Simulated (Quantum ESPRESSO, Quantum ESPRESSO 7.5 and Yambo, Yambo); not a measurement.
# Quasiparticle gap of NaCl (Fm-3m) in Yambo

How does a plane-wave GW calculation on NaCl (Fm-3m) run from the first input to the gap?

Program: Quantum ESPRESSO 7.5 and Yambo 5.3.0. Level of theory: PBE and many-body steps on it, plane waves. Results are calculated unless marked as measured.

The database entry behind the starting cell differs from later determinations by our own check (an axis about 0.4 % short against later determinations), so it need not match the best structure at ambient conditions.

**1. The starting structure**

The structure is cubic, space group Fm-3m (No. 225). Conventional cell: a = 5.620 Å, b = 5.620 Å, c = 5.620 Å, α = 90.00°, β = 90.00°, γ = 90.00°. Nearest to Na lie 6 Cl at 2.81 Å. Nearest to Cl lie 6 Na at 2.81 Å. Farther neighbours and most contacts between anions are not listed.

The cell and positions come from the Crystallography Open Database and are kept as given unless a step says otherwise.

**2. Ground state**

This step: Quantum ESPRESSO 7.5; DFT, PBE, plane waves, norm-conserving pseudopotentials.

The ground-state density comes first.

Input file pw.in:

```
&control
  calculation = 'scf'
  prefix = 'x'
  outdir = 'o'
  pseudo_dir = 'pseudo'
/
&system
  ibrav = 0
  nat = 2
  ntyp = 2
  ecutwfc = 76.0
  nbnd = 13
  force_symmorphic = .true.
/
&electrons
  conv_thr = 1e-10
  electron_maxstep = 80
  mixing_beta = 0.5
/
ATOMIC_SPECIES
  Na 22.99 Na.upf
  Cl 35.45 Cl.upf
CELL_PARAMETERS angstrom
  0.0000000000 2.8100000000 2.8100000000
  2.8100000000 0.0000000000 2.8100000000
  2.8100000000 2.8100000000 0.0000000000
ATOMIC_POSITIONS crystal
  Na 0.0000000000 0.0000000000 0.0000000000
  Cl 0.5000000000 0.5000000000 0.5000000000
K_POINTS automatic
  6 6 6 0 0 0
```

The run is started by

```bash
$ OMP_NUM_THREADS=1 mpirun -n 8 pw.x -nk 8 -in pw.in > pw.out
```

Output:

```text
Program PWSCF v.7.5 starts

     This program is part of the open-source Quantum ESPRESSO suite
     for quantum simulation of materials; please cite
         "P. Giannozzi et al., J. Phys.:Condens. Matter 21 395502 (2009);
         "P. Giannozzi et al., J. Phys.:Condens. Matter 29 465901 (2017);
         "P. Giannozzi et al., J. Chem. Phys. 152 154105 (2020);
     in publications or presentations arising from this work. More details at
     Message from routine setup:
     using ibrav=0 with symmetry is DISCOURAGED, use correct ibrav instead

     G-vector sticks info

     bravais-lattice index     =            0
     lattice parameter (alat)  =       7.5097  a.u.
     unit-cell volume          =     299.4646 (a.u.)^3
     number of atoms/cell      =            2
     number of atomic types    =            2
     number of electrons       =        16.00
     number of Kohn-Sham states=           13
     kinetic-energy cutoff     =      76.0000  Ry
     charge density cutoff     =     304.0000  Ry
     scf convergence threshold =      1.0E-10
     mixing beta               =       0.5000
     number of iterations used =            8  plain     mixing
     Exchange-correlation= PBE
                           (   1   4   3   4   0   0   0)

     celldm(1)=   7.509658  celldm(2)=   0.000000  celldm(3)=   0.000000
     celldm(4)=   0.000000  celldm(5)=   0.000000  celldm(6)=   0.000000

     crystal axes: (cart. coord. in units of alat)
               a(1) = (   0.000000   0.707107   0.707107 )
               a(2) = (   0.707107   0.000000   0.707107 )
               a(3) = (   0.707107   0.707107   0.000000 )

     reciprocal axes: (cart. coord. in units 2 pi/alat)
               b(1) = ( -0.707107  0.707107  0.707107 )
               b(2) = (  0.707107 -0.707107  0.707107 )
               b(3) = (  0.707107  0.707107 -0.707107 )
     Pseudo is Norm-conserving, Zval =  9.0
     Generated using ONCVPSP code by D. R. Hamann
     Using radial grid of 1992 points,  4 beta functions with:
     Pseudo is Norm-conserving + core correction, Zval =  7.0
     Generated using ONCVPSP code by D. R. Hamann
     Using radial grid of 1028 points,  6 beta functions with:
     Na                9.00    22.99000     Na( 1.00)
     Cl                7.00    35.45000     Cl( 1.00)

     48 Sym. Ops., with inversion, found

   Cartesian axes

     site n.     atom                  positions (alat units)
         1        Na     tau(   1) = (   0.0000000   0.0000000   0.0000000  )
         2        Cl     tau(   2) = (   0.7071068   0.7071068   0.7071068  )

     number of k points=    16
                       cart. coord. in units 2pi/alat
        k(    1) = (   0.0000000   0.0000000   0.0000000), wk =   0.0092593
        k(    2) = (   0.1178511   0.1178511  -0.1178511), wk =   0.0740741
        k(    3) = (   0.2357023   0.2357023  -0.2357023), wk =   0.0740741
        k(    4) = (  -0.3535534  -0.3535534   0.3535534), wk =   0.0370370
        k(    5) = (   0.2357023   0.0000000  -0.0000000), wk =   0.0555556
        k(    6) = (   0.3535534   0.1178511  -0.1178511), wk =   0.2222222
        k(    7) = (  -0.2357023  -0.4714045   0.4714045), wk =   0.2222222
        k(    8) = (  -0.1178511  -0.3535534   0.3535534), wk =   0.2222222
        k(    9) = (   0.0000000  -0.2357023   0.2357023), wk =   0.1111111
        k(   10) = (   0.4714045   0.0000000  -0.0000000), wk =   0.0555556
     [... 4 further rows ...]
        k(   15) = (  -0.1178511  -0.3535534   0.5892557), wk =   0.2222222
        k(   16) = (  -0.7071068   0.2357023   0.0000000), wk =   0.1111111

     Dense  grid:    26813 G-vectors     FFT dimensions: (  45,  45,  45)

     Initial potential from superposition of free atoms

     starting charge      15.9937, renormalised to      16.0000
     Starting wfcs are    9 randomized atomic wfcs +    4 random wfcs

     per-process dynamical memory:    22.1 Mb

     Self-consistent Calculation

     iteration #  1     ecut=    76.00 Ry     beta= 0.50

     Threshold (ethr) on eigenvalues was too large:
     Diagonalizing with lowered threshold

     total energy              =    -124.48248426 Ry
     estimated scf accuracy    <       0.04909037 Ry

     iteration #  2     ecut=    76.00 Ry     beta= 0.50

     total energy              =    -124.49193118 Ry
     estimated scf accuracy    <       0.00227980 Ry

     iteration #  3     ecut=    76.00 Ry     beta= 0.50

     total energy              =    -124.49224256 Ry
     estimated scf accuracy    <       0.00055930 Ry

     iteration #  4     ecut=    76.00 Ry     beta= 0.50

     total energy              =    -124.49229384 Ry
     estimated scf accuracy    <       0.00000571 Ry

     iteration #  5     ecut=    76.00 Ry     beta= 0.50

     total energy              =    -124.49229662 Ry
     estimated scf accuracy    <       0.00000060 Ry

     iteration #  6     ecut=    76.00 Ry     beta= 0.50

     total energy              =    -124.49229691 Ry
     estimated scf accuracy    <       0.00000006 Ry

     iteration #  7     ecut=    76.00 Ry     beta= 0.50

     total energy              =    -124.49229693 Ry
     estimated scf accuracy    <          2.3E-09 Ry

     iteration #  8     ecut=    76.00 Ry     beta= 0.50

     End of self-consistent calculation

          k = 0.0000 0.0000 0.0000 (  3383 PWs)   bands (ev):

   -47.7638 -19.6862 -19.6862 -19.6862 -11.5392   1.1413   1.1413   1.1413
     6.2911  12.2033  12.2033  12.2033  14.2947

          k = 0.1179 0.1179-0.1179 (  3353 PWs)   bands (ev):

   -47.7636 -19.6937 -19.6866 -19.6866 -11.4569   0.5325   1.0712   1.0712
     7.1095  11.4436  12.4827  12.4828  14.0004

          k = 0.2357 0.2357-0.2357 (  3356 PWs)   bands (ev):

   -47.7631 -19.7090 -19.6878 -19.6878 -11.2849  -0.4108   0.9377   0.9377
     8.2193  11.2585  12.2909  12.2909  15.0778

          k =-0.3536-0.3536 0.3536 (  3354 PWs)   bands (ev):

     [... further k-points ...]

     highest occupied, lowest unoccupied level (ev):     1.1413    6.2911

!    total energy              =    -124.49229693 Ry
     estimated scf accuracy    <          3.7E-11 Ry

     The total energy is the sum of the following terms:
     one-electron contribution =     -73.86213402 Ry
     hartree contribution      =      41.26218321 Ry
     xc contribution           =     -22.84146070 Ry
     ewald contribution        =     -69.05088543 Ry

     convergence has been achieved in   8 iterations

     XML data file, charge density, pseudopotentials, collected wavefunctions

=------------------------------------------------------------------------------=
   JOB DONE.
=------------------------------------------------------------------------------=
```

It took 3 s on 8 MPI ranks of Arm Neoverse V1, shared host; peak memory 0.46 GiB; 23 s of CPU time.

Numbers from this step:

```
total energy               : -1693.8040 eV
gap                        : 5.150 eV
k of the valence top       : 0, 0, 0
k of the conduction bottom : 0, 0, 0
least direct gap           : 5.150 eV
```

The gap is direct, at Γ.

**3. Bands along the symmetry lines**

Levels along a band path, at the cheap level, show where the edges lie and whether the meshes to come will hold them.

Input file pw.in:

```
&control
  calculation = 'bands'
  prefix = 'x'
  outdir = 'o'
  pseudo_dir = 'pseudo'
/
&system
  ibrav = 0
  nat = 2
  ntyp = 2
  ecutwfc = 76.0
  nbnd = 14
  force_symmorphic = .true.
/
&electrons
  conv_thr = 1e-9
  electron_maxstep = 80
  diago_full_acc = .true.
  diago_thr_init = 5e-6
/
ATOMIC_SPECIES
  Na 22.99 Na.upf
  Cl 35.45 Cl.upf
CELL_PARAMETERS angstrom
  0.0000000000 2.8100000000 2.8100000000
  2.8100000000 0.0000000000 2.8100000000
  2.8100000000 2.8100000000 0.0000000000
ATOMIC_POSITIONS crystal
  Na 0.0000000000 0.0000000000 0.0000000000
  Cl 0.5000000000 0.5000000000 0.5000000000
K_POINTS crystal
  50
  0.00000000 0.00000000 0.00000000 1
  0.06250000 0.00000000 0.06250000 1
  0.12500000 0.00000000 0.12500000 1
  0.18750000 0.00000000 0.18750000 1
  0.25000000 0.00000000 0.25000000 1
  0.31250000 0.00000000 0.31250000 1
  0.37500000 0.00000000 0.37500000 1
  0.43750000 0.00000000 0.43750000 1
  0.50000000 0.00000000 0.50000000 1
  0.51562500 0.03125000 0.51562500 1
  0.53125000 0.06250000 0.53125000 1
  0.54687500 0.09375000 0.54687500 1
  0.56250000 0.12500000 0.56250000 1
  0.57812500 0.15625000 0.57812500 1
  0.59375000 0.18750000 0.59375000 1
  0.60937500 0.21875000 0.60937500 1
  0.62500000 0.25000000 0.62500000 1
  0.37500000 0.37500000 0.75000000 1
  0.32812500 0.32812500 0.65625000 1
  0.28125000 0.28125000 0.56250000 1
  0.23437500 0.23437500 0.46875000 1
  0.18750000 0.18750000 0.37500000 1
  0.14062500 0.14062500 0.28125000 1
  0.09375000 0.09375000 0.18750000 1
  0.04687500 0.04687500 0.09375000 1
  0.00000000 0.00000000 0.00000000 1
  0.06250000 0.06250000 0.06250000 1
  0.12500000 0.12500000 0.12500000 1
  0.18750000 0.18750000 0.18750000 1
  0.25000000 0.25000000 0.25000000 1
  0.31250000 0.31250000 0.31250000 1
  0.37500000 0.37500000 0.37500000 1
  0.43750000 0.43750000 0.43750000 1
  0.50000000 0.50000000 0.50000000 1
  0.50000000 0.46875000 0.53125000 1
  0.50000000 0.43750000 0.56250000 1
  0.50000000 0.40625000 0.59375000 1
  0.50000000 0.37500000 0.62500000 1
  0.50000000 0.34375000 0.65625000 1
  0.50000000 0.31250000 0.68750000 1
  0.50000000 0.28125000 0.71875000 1
  0.50000000 0.25000000 0.75000000 1
  0.50000000 0.21875000 0.71875000 1
  0.50000000 0.18750000 0.68750000 1
  0.50000000 0.15625000 0.65625000 1
  0.50000000 0.12500000 0.62500000 1
  0.50000000 0.09375000 0.59375000 1
  0.50000000 0.06250000 0.56250000 1
  0.50000000 0.03125000 0.53125000 1
  0.50000000 0.00000000 0.50000000 1
```

Output:

```text
[banner, memory and clock lines left out]
Program PWSCF v.7.5 starts

     Atomic positions and unit cell read from directory:
     o/x.save/

     Message from routine setup:
     using ibrav=0 with symmetry is DISCOURAGED, use correct ibrav instead

     G-vector sticks info

     bravais-lattice index     =            0
     lattice parameter (alat)  =       7.5097  a.u.
     unit-cell volume          =     299.4646 (a.u.)^3
     number of atoms/cell      =            2
     number of atomic types    =            2
     number of electrons       =        16.00
     number of Kohn-Sham states=           14
     kinetic-energy cutoff     =      76.0000  Ry
     charge density cutoff     =     304.0000  Ry
     Exchange-correlation= PBE
                           (   1   4   3   4   0   0   0)

     celldm(1)=   7.509658  celldm(2)=   0.000000  celldm(3)=   0.000000
     celldm(4)=   0.000000  celldm(5)=   0.000000  celldm(6)=   0.000000

     crystal axes: (cart. coord. in units of alat)
               a(1) = (   0.000000   0.707107   0.707107 )
               a(2) = (   0.707107   0.000000   0.707107 )
               a(3) = (   0.707107   0.707107   0.000000 )

     reciprocal axes: (cart. coord. in units 2 pi/alat)
               b(1) = ( -0.707107  0.707107  0.707107 )
               b(2) = (  0.707107 -0.707107  0.707107 )
               b(3) = (  0.707107  0.707107 -0.707107 )
     Pseudo is Norm-conserving, Zval =  9.0
     Generated using ONCVPSP code by D. R. Hamann
     Using radial grid of 1992 points,  4 beta functions with:
     Pseudo is Norm-conserving + core correction, Zval =  7.0
     Generated using ONCVPSP code by D. R. Hamann
     Using radial grid of 1028 points,  6 beta functions with:
     Na                9.00    22.99000     Na( 1.00)
     Cl                7.00    35.45000     Cl( 1.00)

     48 Sym. Ops., with inversion, found

   Cartesian axes

     site n.     atom                  positions (alat units)
         1        Na     tau(   1) = (   0.0000000   0.0000000   0.0000000  )
         2        Cl     tau(   2) = (   0.7071068   0.7071068   0.7071068  )

     number of k points=    50
                       cart. coord. in units 2pi/alat
        k(    1) = (   0.0000000   0.0000000   0.0000000), wk =   0.0400000
        k(    2) = (   0.0000000   0.0883883   0.0000000), wk =   0.0400000
        k(    3) = (   0.0000000   0.1767767   0.0000000), wk =   0.0400000
[...]
[... 38 further rows ...]
        k(   49) = (   0.0441942   0.7071068   0.0000000), wk =   0.0400000
        k(   50) = (   0.0000000   0.7071068   0.0000000), wk =   0.0400000

     Dense  grid:    26813 G-vectors     FFT dimensions: (  45,  45,  45)

     The potential is recalculated from file :
     o/x.save/charge-density

     Starting wfcs are    9 randomized atomic wfcs +    5 random wfcs

     Band Structure Calculation

     End of band structure calculation

          k = 0.0000 0.0000 0.0000 (  3383 PWs)   bands (ev):

   -47.7639 -19.6862 -19.6862 -19.6862 -11.5392   1.1413   1.1413   1.1413
     6.2911  12.2033  12.2033  12.2033  14.2948  14.2948

          k = 0.0000 0.0884 0.0000 (  3371 PWs)   bands (ev):

   -47.7638 -19.6874 -19.6865 -19.6865 -11.5227   1.0289   1.1152   1.1152
     6.4721  11.9526  12.2967  12.2967  14.0237  14.3474

          k = 0.0000 0.1768 0.0000 (  3371 PWs)   bands (ev):

   -47.7637 -19.6904 -19.6875 -19.6875 -11.4765   0.7455   1.0425   1.0425
     6.9546  11.3985  12.5685  12.5685  13.3748  14.5025

          k =-0.0000 0.2652 0.0000 (  3339 PWs)   bands (ev):

[...]
k = 0.0000 0.4419-0.0000 (  3355 PWs)   bands (ev):

[...]
k =-0.0000 0.5303 0.0000 (  3370 PWs)   bands (ev):

[...]
k = 0.0000 0.6187-0.0000 (  3334 PWs)   bands (ev):

[...]
k = 0.4640 0.4640-0.0000 (  3344 PWs)   bands (ev):

[...]
k = 0.3315 0.3315-0.0000 (  3360 PWs)   bands (ev):

[...]
k = 0.3094 0.7071-0.0000 (  3348 PWs)   bands (ev):

[...]
k = 0.2210 0.7071-0.0000 (  3344 PWs)   bands (ev):

[...]
k = 0.1768 0.7071-0.0000 (  3350 PWs)   bands (ev):

[...]
k = 0.0442 0.7071 0.0000 (  3338 PWs)   bands (ev):

   -47.7628 -19.7069 -19.6947 -19.6947 -11.1455  -0.5355   0.5229   0.5298
     8.7252   9.2264  12.5042  15.5716  16.0345  16.5503

          k = 0.0000 0.7071 0.0000 (  3338 PWs)   bands (ev):

   -47.7628 -19.7070 -19.6946 -19.6946 -11.1461  -0.5439   0.5360   0.5360
     8.6899   9.1941  12.5380  16.0206  16.0206  16.1877

     XML data file, pseudopotentials, collected wavefunctions
```

Elapsed: 3.1 s, on 8 MPI ranks; peak memory 0.44 GiB.

Numbers from this step:

- gap: 5.150 eV
- k of the valence top: 0, 0, 0
- k of the conduction bottom: 0, 0, 0
- least direct gap: 5.150 eV

The gap is 5.150 eV, as in the run before at this level.

The electronic bands at the labelled points (eV, zero at the top of the highest filled band; v1 is the highest filled band, c1 the lowest empty one):

| point | v4 | v3 | v2 | v1 | c1 | c2 | c3 | c4 |
| --- | --- | --- | --- | --- | --- | --- | --- | --- |
| Γ | -12.68 | 0.00 | 0.00 | 0.00 | 5.15 | 11.06 | 11.06 | 11.06 |
| halfway | -12.47 | -1.08 | -0.32 | -0.32 | 7.13 | 9.10 | 10.83 | 12.41 |
| X | -12.29 | -1.69 | -0.61 | -0.61 | 7.55 | 8.05 | 11.40 | 14.88 |
| halfway | -12.28 | -1.62 | -0.77 | -0.58 | 7.79 | 8.33 | 11.15 | 13.72 |
| U | -12.28 | -1.43 | -1.13 | -0.50 | 8.24 | 9.04 | 10.59 | 12.74 |
| jump to K | -12.28 | -1.43 | -1.13 | -0.50 | 8.24 | 9.04 | 10.59 | 12.74 |
| halfway | -12.45 | -1.24 | -0.47 | -0.16 | 7.32 | 9.68 | 10.76 | 11.84 |
| Γ | -12.68 | 0.00 | 0.00 | 0.00 | 5.15 | 11.06 | 11.06 | 11.06 |
| halfway | -12.51 | -1.11 | -0.14 | -0.14 | 6.62 | 10.01 | 11.34 | 11.34 |
| L | -12.34 | -1.95 | -0.27 | -0.27 | 7.28 | 10.72 | 10.92 | 10.92 |
| halfway | -12.30 | -1.67 | -0.77 | -0.42 | 8.34 | 9.55 | 10.28 | 11.69 |
| W | -12.27 | -1.20 | -1.20 | -0.76 | 8.85 | 9.71 | 9.71 | 11.37 |
| halfway | -12.28 | -1.55 | -0.80 | -0.69 | 8.07 | 8.54 | 10.89 | 12.75 |
| X | -12.29 | -1.69 | -0.61 | -0.61 | 7.55 | 8.05 | 11.40 | 14.88 |

The electronic bands as a text plot (rows in eV, shown from -8.0 to 11.1 only):

```
   10.8 |++   +++++    ++++     +    ++++++    +++++++       ++
   10.0 |  +++             ++++++++++      +++++    +++++++++
    9.2 |     ++         +++                          +++++++
    8.4 |       ++++++++++++++++                      +     +++++
    7.6 |       +++++++++       +              +++++++        +++
    6.8 |    +++                 ++         +++
    6.0 |  ++                      ++    +++
    5.2 |++                          ++++
    4.4 |
    3.6 |
    2.8 |
    2.0 |
    1.2 |
    0.4 |*                           ****
   -0.4 | ****************************  *************************
   -1.2 |     *****     ***********         ***        ********
   -2.0 |          *****                       ********        **
   -2.8 |
   -3.6 |
   -4.4 |
   -5.2 |
   -6.0 |
   -6.8 |
   -7.6 |
         Γ           X  U|K            Γ         L        W     X
```

[end of part 1 of 2]

[Paths, hosts, dates, memory and timing lines, banners, echoed tables and standing remarks are left out of the program output.]

[Logs are printed without paths, hosts, clocks, repeated set-up lines and the standing remarks that a program may print on its own settings, such as how far it seeks lower states.]

[Runs of the session that timed out or met a known fault of the program may be left out.]

[Hosts, paths, dates, database ids (printed as entryN), source tags and the programs' standing remarks are cut or masked in the printed files.]
